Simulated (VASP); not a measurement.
# Si (P6_3/mmc) in VASP: notebook

One crystal, Si, is run at these levels: LDA; tasks: relaxation of shape and atoms at fixed volume.

Program: VASP 6.6.1. These are calculated values, not measurements. Logs are shortened: lines on timing, memory, paths and dates and some standing lists are left out, and cuts for length are marked.

## Step 1: The undisturbed crystal

The structure is hexagonal, space group P6_3/mmc (No. 194). Conventional cell: a = 2.666 Å, b = 2.666 Å, c = 4.506 Å, α = 90.00°, β = 90.00°, γ = 120.00°. Si (site symmetry -6m2) has 12 Si at 2.67 to 2.73 Å as nearest neighbours.

This isn't the form of Si at room conditions, which is diamond.

## Step 2: Relaxation of shape and atoms at fixed volume, LDA (a relaxed cell with its volume scaled by 0.94)

INCAR reads:

```
SYSTEM = Si
PREC = Accurate
ENCUT = 600
EDIFF = 1E-7
ISMEAR = 1
SIGMA = 0.1
LREAL = .False.
LASPH = .True.
NELM = 80
ALGO = Normal
ISIF = 4
LWAVE = .False.
LCHARG = .False.
GGA = CA
IBRION = 2
NSW = 40
EDIFFG = -0.01
```

KPOINTS reads:

```
regular mesh
0
Gamma
  18 18 8
  0 0 0
```

POSCAR reads:

```
Si                                      
1.0
    2.6040027392      0.0000000000      0.0000000000
   -1.3020013696      2.2551325237      0.0000000000
    0.0000000000      0.0000000000      4.4152005682
  Si            
     2
Direct
     0.3333333300000021    0.6666666699999979    0.2500000000000000
     0.6666666699999979    0.3333333300000021    0.7500000000000000
```

Potentials or basis: VASP PAW LDA potentials, release 64 (Si).

Started as:

```bash
$ cat potpaw_LDA.64/Si/POTCAR > POTCAR
$ mpirun -np 1 vasp_std > vasp.out
```

OUTCAR:

```text
SYSTEM = Si
   PREC = Accurate
   ENCUT = 600
   EDIFF = 1E-7
   ISMEAR = 1
   LREAL = .False.
   LASPH = .True.
   NELM = 80
   ISIF = 4
   GGA = CA
   IBRION = 2
   NSW = 40
   EDIFFG = -0.01

 ion  position               nearest neighbor table
   1  0.333  0.667  0.250-   2 2.67   2 2.67   2 2.67   2 2.67   2 2.67   2 2.67
   2  0.667  0.333  0.750-   1 2.67   1 2.67   1 2.67   1 2.67   1 2.67   1 2.67

  LATTYP: Found a hexagonal cell.
 ALAT       =     2.6040027392
 C/A-ratio  =     1.6955437495

  Lattice vectors:

 A1 = (   2.6040027392,   0.0000000000,   0.0000000000)
 A2 = (  -1.3020013696,   2.2551325237,   0.0000000000)
 A3 = (   0.0000000000,   0.0000000000,   4.4152005682)

Analysis of symmetry for initial positions (statically):
=====================================================================
 Subroutine PRICEL returns:
 Original cell was already a primitive cell.

 Routine SETGRP: Setting up the symmetry group for a
 hexagonal supercell.

 Subroutine GETGRP returns: Found 24 space group operations
 (whereof 12 operations were pure point group operations)
 out of a pool of 24 trial point group operations.

The static configuration has the point symmetry D_3d.
 The point group associated with its full space group is D_6h.

Analysis of symmetry for dynamics (positions and initial velocities):
=====================================================================
 Subroutine PRICEL returns:
 Original cell was already a primitive cell.

 Routine SETGRP: Setting up the symmetry group for a
 hexagonal supercell.

 Subroutine GETGRP returns: Found 24 space group operations
 (whereof 12 operations were pure point group operations)
 out of a pool of 24 trial point group operations.

The dynamic configuration has the point symmetry D_3d.
 The point group associated with its full space group is D_6h.

 Subroutine INISYM returns: Found 24 space group operations
 (whereof 12 operations are pure point group operations),
 and found     1 'primitive' translations

----------------------------------------------------------------------------------------

                                     Primitive cell

  volume of cell :      25.9277

  direct lattice vectors                    reciprocal lattice vectors
     2.604002739  0.000000000  0.000000000     0.384024174  0.221716460  0.000000000
    -1.302001370  2.255132524  0.000000000     0.000000000  0.443432920  0.000000000
     0.000000000  0.000000000  4.415200568     0.000000000  0.000000000  0.226490277

  length of vectors
     2.604002739  2.604002739  4.415200568     0.443432920  0.443432920  0.226490277

  position of ions in fractional coordinates (direct lattice)
     0.333333330  0.666666670  0.250000000
     0.666666670  0.333333330  0.750000000

  ion indices of the primitive-cell ions
   primitive index   ion index
                 1           1
                 2           2

----------------------------------------------------------------------------------------

 KPOINTS: regular mesh

Automatic generation of k-mesh.
 Grid dimensions read from file:
 generate k-points for:   18   18    8

 Generating k-lattice:

  Cartesian coordinates                     Fractional coordinates (reciprocal lattice)
     0.021334676  0.012317581  0.000000000     0.055555556  0.000000000  0.000000000
     0.000000000  0.024635162  0.000000000     0.000000000  0.055555556  0.000000000
     0.000000000  0.000000000  0.028311285     0.000000000  0.000000000  0.125000000

  Length of vectors
     0.024635162  0.024635162  0.028311285
[... 60 lines left out ...]
   ISIF   =      4    stress and relaxation
   ISYM   =      2    0-nonsym 1-usesym 2-fastsym
   POTIM  = 0.5000    time-step for ionic-motion
   TEBEG  =    0.0;   TEEND  =   0.0 temperature during run
   PSTRESS=    0.0 pullay stress
   NELECT =       8.0000    total number of electrons
   NUPDOWN=      -1.0000    fix difference up-down
   EMIN   =  10.00;   EMAX   =-10.00  energy-range for DOS
   EFERMI =   0.00;   METHOD = LEGACY
   ISMEAR =     1;   SIGMA  =   0.10  broadening in eV -4-tet -1-fermi 0-gaus
   EFERMI_NEDOS =   21; number of points for ismear=-14 and -15
   IALGO  =     38    algorithm
   IMIX   =      4    mixing-type and parameters
     AMIX     =   0.40;   BMIX     =  1.00
     AMIX_MAG =   1.60;   BMIX_MAG =  1.00
  volume/ion in A,a.u.               =      12.96        87.48
  Fermi-wavevector in a.u.,A,eV,Ry     =   1.106242  2.090494 16.650423  1.223772
  Thomas-Fermi vector in A             =   2.242740
   LORBIT       =      0    0 simple, 1 ext, 2 COOP (PROOUT), +10 PAW based schemes
   GGA     = CA    functional components
   LHFCALC =     F    Hartree Fock is set to
   AEXX    =    0.0000 exact exchange contribution
   IVDW    =     0    specifies the selected vdW correction
   LEPSILON=     F    determine dielectric tensor
   LRPA    =     F    only Hartree local field effects (RPA)
 conjugate gradient relaxation of ions
 non-spin polarized calculation
 Methfessel and Paxton  Order N= 1 SIGMA  =   0.10
  energy-cutoff  :      600.00
  volume of cell :       25.93
 maximum number of plane-waves:       881
 NGX is ok and might be reduce to    24
   NGX = 11   NGY = 11   NGZ = 17

--------------------------------------- Ionic step        1  -------------------------------------------

 number of electron       8.0000000 magnetization

 Free energy of the ion-electron system (eV)
  ---------------------------------------------------
  ext. energy  EPLUGINS =         0.00000000
  ---------------------------------------------------
  free energy    TOTEN  =       -11.05273389 eV

  energy without entropy =      -11.05298533  energy(sigma->0) =      -11.05281770

------------------------ aborting loop because EDIFF is reached ----------------------------------------

  FORCE on cell =-STRESS in cart. coord.  units (eV):
  Direction    XX          YY          ZZ          XY          YZ          ZX
  --------------------------------------------------------------------------------------
  -------------------------------------------------------------------------------------
  Total        1.0893900      1.0893900      1.1457400     -0.0000000      0.0000000      0.0000000
  in kB       67.3178180     67.3178180     70.7999143     -0.0000000      0.0000000      0.0000000
  external PRESSURE =      68.4785168 kB  Pullay stress =       0.0000000 kB

 VOLUME and BASIS-vectors are now :
 -----------------------------------------------------------------------------
  energy-cutoff  :      600.00
  volume of cell :       25.93
      direct lattice vectors                 reciprocal lattice vectors
     2.604002739  0.000000000  0.000000000     0.384024174  0.221716460  0.000000000
    -1.302001370  2.255132524  0.000000000     0.000000000  0.443432920  0.000000000
     0.000000000  0.000000000  4.415200568     0.000000000  0.000000000  0.226490277

 POSITION                                       TOTAL-FORCE (eV/Angst)
 -----------------------------------------------------------------------------------
     -0.00000      1.50342      1.10380         0.000000     -0.000000      0.000000
      1.30200      0.75171      3.31140        -0.000000      0.000000      0.000000
 -----------------------------------------------------------------------------------
    total drift:                               -0.000000      0.000000     -0.000000

  FREE ENERGIE OF THE ION-ELECTRON SYSTEM (eV)
  ---------------------------------------------------
  free  energy   TOTEN  =       -11.0527338874 eV

  energy  without entropy=      -11.0529853333  energy(sigma->0) =      -11.05281770

--------------------------------------- Ionic step        2  -------------------------------------------

 number of electron       8.0000000 magnetization

 Free energy of the ion-electron system (eV)
  ---------------------------------------------------
  ext. energy  EPLUGINS =         0.00000000
  ---------------------------------------------------
  free energy    TOTEN  =       -11.05276206 eV

  energy without entropy =      -11.05316481  energy(sigma->0) =      -11.05289631

 E-fermi :  11.6711     XC(G=0): -11.7123

 val. band max:       11.6241198907   @ k =   0.3889   0.1667   0.0000
 cond. band min:      11.6828318593   @ k =   0.3889   0.1111   0.0000
 fundamental gap:      0.0587119686
 Fermi energy:        11.6711116554

 k-point     1 :       0.0000    0.0000    0.0000
  band No.  band energies     occupation
      1      -3.7931      2.00000
      2       3.1562      2.00000
      3       3.8451      2.00000
      4      21.2655      0.00000
      5      21.2655      0.00000
      6      22.3961      0.00000
      7      22.3961      0.00000
      8      22.8406      0.00000
[... 243 lines left out ...]
 k-point    24 :       0.3889    0.1111    0.0000
  band No.  band energies     occupation
      1       2.0086      2.00000
      2       5.0798      2.00000
      3       8.8352      2.00000
      4       9.2742      2.00000
      5      11.6828      0.80313
      6      12.5906     -0.00000
      7      12.7459     -0.00000
      8      18.7287      0.00000

 [... further k-points ...]

------------------------ aborting loop because EDIFF is reached ----------------------------------------

  FORCE on cell =-STRESS in cart. coord.  units (eV):
  Direction    XX          YY          ZZ          XY          YZ          ZX
  --------------------------------------------------------------------------------------
  -------------------------------------------------------------------------------------
  Total        1.1085287      1.1085287      1.1140683     -0.0000000      0.0000000     -0.0000000
  in kB       68.5004773     68.5004773     68.8427907     -0.0000000      0.0000000     -0.0000000
  external PRESSURE =      68.6145818 kB  Pullay stress =       0.0000000 kB

 VOLUME and BASIS-vectors are now :
 -----------------------------------------------------------------------------
  energy-cutoff  :      600.00
  volume of cell :       25.93
      direct lattice vectors                 reciprocal lattice vectors
     2.602823454  0.000000000  0.000000000     0.384198167  0.221816915 -0.000000000
    -1.301411727  2.254111233 -0.000000000     0.000000000  0.443633830 -0.000000000
     0.000000000  0.000000000  4.419202346    -0.000000000  0.000000000  0.226285180

 POSITION                                       TOTAL-FORCE (eV/Angst)
 -----------------------------------------------------------------------------------
     -0.00000      1.50274      1.10480        -0.000000     -0.000000      0.000000
      1.30141      0.75137      3.31440         0.000000      0.000000      0.000000
 -----------------------------------------------------------------------------------
    total drift:                               -0.000000      0.000000     -0.000000

  FREE ENERGIE OF THE ION-ELECTRON SYSTEM (eV)
  ---------------------------------------------------
  free  energy   TOTEN  =       -11.0527620551 eV

  energy  without entropy=      -11.0531648087  energy(sigma->0) =      -11.05289631

 reached required accuracy - stopping structural energy minimisation
```

Run time: 22 s. Hardware: 1 thread of Intel Xeon Platinum 8488C (Sapphire Rapids), shared host; peak memory 0.16 GiB.

What came out:

```yaml
Free_energy: -11.0528 eV
Energy_gained_by_relaxing: 0.0 meV/atom
Ionic_steps: 2
Pressure_after_relaxing: 6.9 GPa
Band_gap_on_the_k_mesh: none (metal or under the smearing width)
```

Final structure:
```xyz
2
Lattice="2.6028 0.0000 0.0000 -1.3014 2.2541 0.0000 0.0000 0.0000 4.4192" Properties=species:S:1:pos:R:3 pbc="T T T"
Si    0.0000    1.5027    1.1048
Si    1.3014    0.7514    3.3144
```

Levels at points of the mesh, in eV from the Fermi level:
| k point | band 2 | band 3 | band 4 | band 5 | band 6 | band 7 |
| --- | --- | --- | --- | --- | --- | --- |
| (0.00, 0.00, 0.00) | -8.51 | -7.83 | 9.59 | 9.59 | 10.72 | 10.72 |
| (0.50, 0.00, 0.00) | -8.23 | -1.97 | -1.80 | -1.35 | -0.29 | 4.01 |
| (0.00, 0.00, 0.50) | -13.62 | 0.56 | 0.56 | 11.05 | 11.05 | 11.05 |
| (0.50, 0.00, 0.50) | -6.98 | -6.34 | -6.34 | 5.59 | 5.59 | 6.18 |

## Step 3: Relaxation of shape and atoms at fixed volume, LDA (a relaxed cell with its volume scaled by 0.96)

INCAR is that of step 2.

KPOINTS is that of step 2.

POSCAR reads:

```
Si                                      
1.0
    2.6223413909      0.0000000000      0.0000000000
   -1.3111706955      2.2710142619      0.0000000000
    0.0000000000      0.0000000000      4.4462945544
  Si            
     2
Direct
     0.3333333300000021    0.6666666699999979    0.2500000000000000
     0.6666666699999979    0.3333333300000021    0.7500000000000000
```

Potentials or basis: VASP PAW LDA potentials, release 64 (Si).

Started as:

```bash
$ cat potpaw_LDA.64/Si/POTCAR > POTCAR
$ mpirun -np 1 vasp_std > vasp.out
```

Wall time 22 s (1 thread of Intel Xeon Platinum 8488C (Sapphire Rapids), shared host); peak memory 0.15 GiB.

It converged, with:

```yaml
Free_energy: -11.0721 eV
Energy_gained_by_relaxing: 0.0 meV/atom
Ionic_steps: 2
Pressure_after_relaxing: 4.3 GPa
Band_gap_on_the_k_mesh: none (metal or under the smearing width)
```

Final structure:
```
Si
1.0
     2.62117    0.00000    0.00000
    -1.31059    2.27000    0.00000
     0.00000    0.00000    4.45027
Si
2
Direct
  0.33333 0.66667 0.25000
  0.66667 0.33333 0.75000
```

Levels at points of the mesh, in eV from the Fermi level:
```csv
k point,band 2,band 3,band 4,band 5,band 6,band 7
"(0.00, 0.00, 0.00)",-8.45,-7.68,9.41,9.41,10.59,10.59
"(0.50, 0.00, 0.00)",-8.10,-1.97,-1.76,-1.40,-0.23,3.92
"(0.00, 0.00, 0.50)",-13.44,0.55,0.55,10.83,10.83,10.83
"(0.50, 0.00, 0.50)",-6.88,-6.27,-6.27,5.48,5.48,6.04
```
